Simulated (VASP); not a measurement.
# BaTiO3 (P4mm) in VASP: notebook, part 3 of 3

VASP 6.6.1. The steps go on from the part before.

### Step 4. Relaxation of shape and atoms at fixed volume, r2SCAN (a relaxed cell with its volume scaled by 0.96)

INCAR

```
PREC = Accurate ; ENCUT = 600
EDIFF = 1E-7 ; ISMEAR = 0
SIGMA = 0.03 ; LREAL = F
LASPH = T ; NELM = 80
ALGO = Normal ; ISIF = 4
LWAVE = F ; LCHARG = F
METAGGA = R2SCAN ; LMIXTAU = T
IBRION = 2 ; NSW = 40
EDIFFG = -0.01 ; KPAR = 2
```

KPOINTS

```
Automatic mesh
0
Gamma
  8 8 8
```

POSCAR

```
BaTiO3                                  
1.0
    3.9333767851      0.0000000000      0.0000000000
    0.0000000000      3.9333767851      0.0000000000
    0.0000000000      0.0000000000      4.0593562160
  Ba              Ti              O             
     1     1     3
Direct
     0.0000000000000000    0.0000000000000000    0.9971689026408086
     0.5000000000000000    0.5000000000000000    0.4792036959588444
     0.5000000000000000    0.5000000000000000    0.0331038404906181
     0.5000000000000000    0.0000000000000000    0.5167617804548641
     0.0000000000000000    0.5000000000000000    0.5167617804548641
```

Potentials or basis: VASP PAW PBE potentials, release 64 (Ba_sv, Ti_sv, O).

On the command line:

```console
cat potpaw_PBE.64/Ba_sv/POTCAR potpaw_PBE.64/Ti_sv/POTCAR potpaw_PBE.64/O/POTCAR > POTCAR
mpirun -np 2 vasp_std > vasp.out
```

OUTCAR:

```text
PREC = Accurate
   ENCUT = 600
   EDIFF = 1E-7
   ISMEAR = 0
   LREAL = F
   LASPH = T
   NELM = 80
   ISIF = 4
   METAGGA = R2SCAN
   IBRION = 2
   NSW = 40
   EDIFFG = -0.01

 ion  position               nearest neighbor table
   1  0.000  0.000  0.997-   4 2.77   5 2.77   5 2.77   4 2.77   3 2.79   3 2.79   3 2.79   3 2.79
                             4 2.88   5 2.88   5 2.88   4 2.88   2 3.40   2 3.40   2 3.40   2 3.40
   2  0.500  0.500  0.479-   3 1.81   4 1.97   5 1.97   4 1.97   5 1.97   3 2.25   1 3.40   1 3.40
                             1 3.40   1 3.40   1 3.49   1 3.49   1 3.49   1 3.49
   3  0.500  0.500  0.033-   2 1.81   2 2.25   1 2.79   1 2.79   1 2.79   1 2.79
   4  0.500  0.000  0.517-   2 1.97   2 1.97   1 2.77   1 2.77   1 2.88   1 2.88
   5  0.000  0.500  0.517-   2 1.97   2 1.97   1 2.77   1 2.77   1 2.88   1 2.88

  LATTYP: Found a simple tetragonal cell.
 ALAT       =     3.9333767851
 C/A-ratio  =     1.0320283151

  Lattice vectors:

 A1 = (   3.9333767851,   0.0000000000,   0.0000000000)
 A2 = (   0.0000000000,   3.9333767851,   0.0000000000)
 A3 = (   0.0000000000,   0.0000000000,   4.0593562160)

Analysis of symmetry for initial positions (statically):
=====================================================================
 Subroutine PRICEL returns:
 Original cell was already a primitive cell.

 Routine SETGRP: Setting up the symmetry group for a
 simple tetragonal supercell.

 Subroutine GETGRP returns: Found  8 space group operations
 (whereof  8 operations were pure point group operations)
 out of a pool of 16 trial point group operations.

The static configuration has the point symmetry C_4v.

Analysis of symmetry for dynamics (positions and initial velocities):
=====================================================================
[... 138 lines left out ...]
  Fermi-wavevector in a.u.,A,eV,Ry     =   1.408528  2.661731 26.993284  1.983950
  Thomas-Fermi vector in A             =   2.530676
   LORBIT       =      0    0 simple, 1 ext, 2 COOP (PROOUT), +10 PAW based schemes
   METAGGA = R2SCAN    functional components
   LHFCALC =     F    Hartree Fock is set to
   AEXX    =    0.0000 exact exchange contribution
   IVDW    =     0    specifies the selected vdW correction
   LEPSILON=     F    determine dielectric tensor
   LRPA    =     F    only Hartree local field effects (RPA)
 conjugate gradient relaxation of ions
 non-spin polarized calculation
 Gauss-broadening in eV      SIGMA  =   0.03
  energy-cutoff  :      600.00
  volume of cell :       62.80
 maximum number of plane-waves:      2120
 NGX is ok and might be reduce to    32
   NGX = 15   NGY = 15   NGZ = 17

--------------------------------------- Ionic step        1  -------------------------------------------

 number of electron      39.9999992 magnetization

 Free energy of the ion-electron system (eV)
  ---------------------------------------------------
  ext. energy  EPLUGINS =         0.00000000
  ---------------------------------------------------
  free energy    TOTEN  =       -74.20630774 eV

  energy without entropy =      -74.20630774  energy(sigma->0) =      -74.20630774

------------------------ aborting loop because EDIFF is reached ----------------------------------------

  FORCE on cell =-STRESS in cart. coord.  units (eV):
  Direction    XX          YY          ZZ          XY          YZ          ZX
  --------------------------------------------------------------------------------------
  -------------------------------------------------------------------------------------
  Total        3.0676604      3.0676604      3.0147745      0.0000000     -0.0000000      0.0000000
  in kB       78.2581545     78.2581545     76.9089970      0.0000000     -0.0000000      0.0000000
  external PRESSURE =      77.8084353 kB  Pullay stress =       0.0000000 kB
[... 221 lines left out ...]
--------------------------------------- Ionic step        7  -------------------------------------------

 number of electron      39.9999988 magnetization

 Free energy of the ion-electron system (eV)
  ---------------------------------------------------
  ext. energy  EPLUGINS =         0.00000000
  ---------------------------------------------------
  free energy    TOTEN  =       -74.22401369 eV

  energy without entropy =      -74.22401369  energy(sigma->0) =      -74.22401369

 E-fermi :   4.0397     XC(G=0): -12.0316

 val. band max:        3.7406563720   @ k =   0.5000   0.5000   0.5000
 cond. band min:       5.9590359744   @ k =   0.0000   0.0000   0.0000
 fundamental gap:      2.2183796024
 Fermi energy:         4.0397426936

 k-point     1 :       0.0000    0.0000    0.0000
  band No.  band energies     occupation
      1     -54.9961      2.00000
      2     -30.2050      2.00000
      3     -30.1683      2.00000
      4     -30.1683      2.00000
      5     -21.7468      2.00000
      6     -14.2132      2.00000
[... 637 lines left out ...]
     23       7.8029      0.00000
     24       8.8490      0.00000

 [... further k-points ...]
[... 5 lines left out ...]
  --------------------------------------------------------------------------------------
  -------------------------------------------------------------------------------------
  Total        2.1929058      2.1929058      2.2450190      0.0000000      0.0000000      0.0000000
  in kB       55.9425535     55.9425535     57.2719991      0.0000000      0.0000000      0.0000000
  external PRESSURE =      56.3857020 kB  Pullay stress =       0.0000000 kB
[... 20 lines left out ...]
  FREE ENERGIE OF THE ION-ELECTRON SYSTEM (eV)
  ---------------------------------------------------
  free  energy   TOTEN  =       -74.2240136908 eV

  energy  without entropy=      -74.2240136908  energy(sigma->0) =      -74.22401369

 reached required accuracy - stopping structural energy minimisation
```

OSZICAR:

```text
N       E                     dE             d eps       ncg     rms          rms(c)
DAV:   1     0.465999598056E+03    0.46600E+03   -0.23820E+04  3600   0.206E+03
DAV:   2    -0.381381927112E+02   -0.50414E+03   -0.49554E+03  4376   0.541E+02
DAV:   3    -0.941365993006E+02   -0.55998E+02   -0.54419E+02  5352   0.161E+02
DAV:   4    -0.967344554814E+02   -0.25979E+01   -0.25962E+01  5256   0.327E+01
[... 85 lines left out ...]
DAV:   6    -0.742240109588E+02    0.13343E-05   -0.15391E-05  4816   0.483E-02    0.572E-03
DAV:   7    -0.742240136679E+02   -0.27092E-05   -0.22407E-06  4592   0.170E-02    0.389E-03
DAV:   8    -0.742240130811E+02    0.58683E-06   -0.19474E-06  4376   0.202E-02    0.209E-03
DAV:   9    -0.742240136080E+02   -0.52687E-06   -0.81067E-07  4024   0.124E-02    0.959E-04
DAV:  10    -0.742240136908E+02   -0.82875E-07   -0.13786E-07  2064   0.387E-03
   7 F= -.74224014E+02 E0= -.74224014E+02  d E =-.129939E-02
```

CONTCAR:

```text
BaTiO3
   1.00000000000000
     3.9626862022046949    0.0000000000000000    0.0000000000000000
     0.0000000000000000    3.9626862022046949   -0.0000000000000000
     0.0000000000000000    0.0000000000000000    3.9995294422902408
  Ba              Ti              O
     1     1     3
Direct
     0.0000000000000000    1.0000000000000000    0.0029933619633456
     0.5000000000000000    0.5000000000000000    0.4908455941157242
     0.5000000000000000    0.5000000000000000    0.0214764210370675
     0.5000000000000000    0.0000000000000000    0.5138423114419310
     0.0000000000000000    0.5000000000000000    0.5138423114419310

  0.00000000E+00  0.00000000E+00  0.00000000E+00
  0.00000000E+00  0.00000000E+00  0.00000000E+00
  0.00000000E+00  0.00000000E+00  0.00000000E+00
  0.00000000E+00  0.00000000E+00  0.00000000E+00
  0.00000000E+00  0.00000000E+00  0.00000000E+00
```

Wall time 11 min (2 MPI ranks of Intel Xeon Platinum 8259CL at 2.50GHz (Skylake/Cascade Lake), shared host); peak memory 0.3 GiB.

What came out:

- Free energy: -74.2240 eV
- Energy gained by relaxing: 3.5 meV/atom
- Ionic steps: 7
- Pressure after relaxing: 5.6 GPa
- Largest force after relaxing: 0.006 eV/Å
- Band gap on the k mesh: 2.22 eV, indirect (least direct gap 2.50 eV)

Forces on the atoms (eV/Å):
```
Ba   0.000  0.000  0.006
Ti   0.000  0.000 -0.006
O    0.000  0.000 -0.006
O    0.000  0.000  0.003
O    0.000  0.000  0.003
```

Step by step:
```tsv
step	energy change (eV)	largest force (eV/Å)	pressure (GPa)
1	0.0000	0.4870	7.78
2	-0.0093	0.0906	6.70
3	-0.0093	0.0937	6.64
4	-0.0148	0.0803	6.26
5	-0.0164	0.0755	5.94
6	-0.0174	0.0357	5.78
7	-0.0177	0.0063	5.64
```

Final structure:
```cif
data_structure
_symmetry_space_group_name_H-M 'P 1'
_symmetry_Int_Tables_number 1
_cell_length_a 3.9627
_cell_length_b 3.9627
_cell_length_c 3.9995
_cell_angle_alpha 90.000
_cell_angle_beta 90.000
_cell_angle_gamma 90.000
_cell_volume 62.80
loop_
_atom_site_label
_atom_site_type_symbol
_atom_site_fract_x
_atom_site_fract_y
_atom_site_fract_z
_atom_site_occupancy
Ba1 Ba 0.00000 0.00000 0.00299 1
Ti1 Ti 0.50000 0.50000 0.49085 1
O1 O 0.50000 0.50000 0.02148 1
O2 O 0.50000 0.00000 0.51384 1
O3 O 0.00000 0.50000 0.51384 1
```

Levels at points of the mesh, in eV from the valence-band top:
```csv
k point,band 16,band 17,band 18,band 19,band 20,band 21,band 22,band 23,band 24
"(0.00, 0.00, 0.00)",-1.31,-1.22,-0.32,-0.28,-0.28,2.22,2.40,2.40,4.41
"(0.50, 0.00, 0.00)",-2.01,-1.89,-1.76,-0.98,-0.90,2.54,4.00,4.03,4.46
"(0.50, 0.50, 0.00)",-2.84,-1.84,-0.97,-0.97,-0.09,4.04,4.04,4.47,5.21
"(0.00, 0.00, 0.50)",-2.00,-1.96,-1.96,-0.75,-0.75,2.38,4.01,4.01,4.42
"(0.50, 0.00, 0.50)",-2.77,-1.79,-0.93,-0.92,-0.20,4.02,4.02,4.44,5.35
"(0.50, 0.50, 0.50)",-2.47,-2.47,-0.11,-0.11,0.00,4.70,4.70,4.72,7.32
```

Caveat: the PAW data sets were made with another functional, which shifts forces and pressure a little; spin-orbit coupling is left out, which moves the levels of the heavy elements. A k mesh can miss the band edges.

### Step 5. Relaxation of shape and atoms at fixed volume, r2SCAN (a relaxed cell with its volume scaled by 0.98)

INCAR is that of step 4.

KPOINTS is that of step 4.

POSCAR: that of step 4 with these lines changed.

```diff
@@ -2,5 +2,5 @@
 1.0
-    3.9333767851      0.0000000000      0.0000000000
-    0.0000000000      3.9333767851      0.0000000000
-    0.0000000000      0.0000000000      4.0593562160
+    3.9605043788      0.0000000000      0.0000000000
+    0.0000000000      3.9605043788      0.0000000000
+    0.0000000000      0.0000000000      4.0873526608
   Ba              Ti              O
```

On the command line:

```console
cat potpaw_PBE.64/Ba_sv/POTCAR potpaw_PBE.64/Ti_sv/POTCAR potpaw_PBE.64/O/POTCAR > POTCAR
mpirun -np 2 vasp_std > vasp.out
```

Run time: 18 min. Hardware: 2 MPI ranks of Intel Xeon Platinum 8259CL at 2.50GHz (Skylake/Cascade Lake), shared host; peak memory 0.31 GiB.

It converged, with:

- Free energy: -74.2603 eV
- Energy gained by relaxing: 0.9 meV/atom
- Ionic steps: 10
- Pressure after relaxing: 2.6 GPa
- Band gap on the k mesh: 2.20 eV, indirect (least direct gap 2.59 eV)

Forces in eV/Å, atoms in the order of the input:
```
Ba   0.000  0.000  0.001
Ti   0.000  0.000 -0.001
O    0.000  0.000 -0.002
O    0.000  0.000  0.001
O    0.000  0.000  0.001
```

The path:
```tsv
step	energy change (eV)	largest force (eV/Å)	pressure (GPa)
1	0.0000	0.2330	3.68
2	-0.0023	0.0436	3.15
3	-0.0023	0.0458	3.11
4	-0.0037	0.0416	2.90
5	-0.0041	0.0365	2.59
6	-0.0043	0.0357	2.67
7	-0.0045	0.0217	2.61
8	-0.0045	0.0148	2.55
9	-0.0045	0.0127	2.56
10	-0.0045	0.0022	2.57
```

Final structure:
```
CELL_PARAMETERS angstrom
3.97634 0.00000 0.00000
0.00000 3.97634 0.00000
0.00000 0.00000 4.05487
ATOMIC_POSITIONS crystal
Ba 0.00000 0.00000 0.00027
Ti 0.50000 0.50000 0.48443
O 0.50000 0.50000 0.02740
O 0.50000 0.00000 0.51545
O 0.00000 0.50000 0.51545
```

Levels at points of the mesh, in eV from the valence-band top:
```csv
k point,band 17,band 18,band 19,band 20,band 21,band 22,band 23,band 24
"(0.00, 0.00, 0.00)",-1.25,-0.50,-0.40,-0.40,2.20,2.51,2.51,4.35
"(0.50, 0.00, 0.00)",-1.91,-1.73,-1.17,-1.03,2.63,3.92,3.97,4.41
"(0.50, 0.50, 0.00)",-1.92,-1.05,-1.05,-0.08,3.99,3.99,4.40,4.97
"(0.00, 0.00, 0.50)",-2.01,-2.01,-0.76,-0.76,2.34,3.92,3.92,4.35
"(0.50, 0.00, 0.50)",-1.83,-1.01,-0.97,-0.29,3.93,3.94,4.32,5.25
"(0.50, 0.50, 0.50)",-2.52,-0.20,-0.20,0.00,4.57,4.57,4.62,7.07
```

Caveat: the PAW data sets were made with another functional, which shifts forces and pressure a little; spin-orbit coupling is left out, which moves the levels of the heavy elements. A k mesh can miss the band edges.

### Step 6. Relaxation of shape and atoms at fixed volume, r2SCAN

INCAR is that of step 5.

KPOINTS is that of step 5.

POSCAR: that of step 5 with these lines changed.

```diff
@@ -2,5 +2,5 @@
 1.0
-    3.9605043788      0.0000000000      0.0000000000
-    0.0000000000      3.9605043788      0.0000000000
-    0.0000000000      0.0000000000      4.0873526608
+    3.9872653553      0.0000000000      0.0000000000
+    0.0000000000      3.9872653553      0.0000000000
+    0.0000000000      0.0000000000      4.1149707463
   Ba              Ti              O
```

Potentials or basis: VASP PAW PBE potentials, release 64 (Ba_sv, Ti_sv, O).

On the command line:

```console
cat potpaw_PBE.64/Ba_sv/POTCAR potpaw_PBE.64/Ti_sv/POTCAR potpaw_PBE.64/O/POTCAR > POTCAR
mpirun -np 2 vasp_std > vasp.out
```

Run time: 3.8 min. Hardware: 2 MPI ranks of Intel Xeon Platinum 8259CL at 2.50GHz (Skylake/Cascade Lake), shared host; peak memory 0.3 GiB.

The run converged. Its results:

```
Free energy                  : -74.2732 eV
Pressure after relaxing      : 0.0 GPa
Largest force after relaxing : 0.004 eV/Å
Band gap on the k mesh       : 2.18 eV, indirect (least direct gap 2.66 eV)
```

Forces on the atoms (eV/Å):
```
Ba   0.000  0.000  0.001
Ti   0.000  0.000  0.004
O    0.000  0.000  0.003
O    0.000  0.000 -0.004
O    0.000  0.000 -0.004
```

Final structure:
```
Ba Ti O
1.0
     3.98727    0.00000    0.00000
     0.00000    3.98727    0.00000
     0.00000    0.00000    4.11497
Ba Ti O
1 1 3
Direct
  0.00000 0.00000 0.99717
  0.50000 0.50000 0.47920
  0.50000 0.50000 0.03310
  0.50000 0.00000 0.51676
  0.00000 0.50000 0.51676
```

Levels at points of the mesh, in eV from the valence-band top:
```
           k point  band 17  band 18  band 19  band 20  band 21  band 22  band 23  band 24
(0.00, 0.00, 0.00)    -1.28    -0.68    -0.48    -0.48     2.18     2.61     2.61     4.29
(0.50, 0.00, 0.00)    -1.93    -1.71    -1.35    -1.17     2.71     3.85     3.92     4.36
(0.50, 0.50, 0.00)    -2.00    -1.11    -1.11    -0.07     3.95     3.95     4.33     4.74
(0.00, 0.00, 0.50)    -2.03    -1.99    -0.76    -0.76     2.31     3.84     3.84     4.28
(0.50, 0.00, 0.50)    -1.87    -1.09    -1.03    -0.39     3.85     3.88     4.21     5.16
(0.50, 0.50, 0.50)    -2.58    -0.31    -0.31     0.00     4.45     4.45     4.52     6.83
```

Caveat: the relaxation stopped at its first step, so nothing moved; the PAW data sets were made with another functional, which shifts forces and pressure a little; spin-orbit coupling is left out, which moves the levels of the heavy elements.

### Step 7. Overview

| task | cell | gap on the mesh (eV) | pressure (GPa) | largest force (eV/Å) |
| --- | --- | --- | --- | --- |
| relaxation of cell and atoms | relaxed | 2.18 | 0.0 | - |
| relaxation of shape and atoms at fixed volume | atoms relaxed at fixed volume from: a relaxed cell with its volume scaled by 0.94 | 2.25 | 9.4 | 0.01 |
| relaxation of shape and atoms at fixed volume | atoms relaxed at fixed volume from: a relaxed cell with its volume scaled by 0.96 | 2.22 | 5.6 | 0.01 |
| relaxation of shape and atoms at fixed volume | atoms relaxed at fixed volume from: a relaxed cell with its volume scaled by 0.98 | 2.20 | 2.6 | - |
| relaxation of shape and atoms at fixed volume | atoms relaxed at fixed volume | 2.18 | 0.0 | - |

Alike in all rows: level r2SCAN; potentials or basis VASP PAW PBE potentials, release 64 (Ba_sv, Ti_sv, O); no spin polarisation; k mesh 8 × 8 × 8; cutoff (eV) 600; smearing gaussian 0.03 eV.

Caveats: the PAW data sets were made with another functional, which shifts forces and pressure a little; spin-orbit coupling is left out, which moves the levels of the heavy elements; the relaxation stopped at its first step, so nothing moved (some runs).

Total energies depend on the potentials used, so only differences within one code and one set of settings carry meaning.
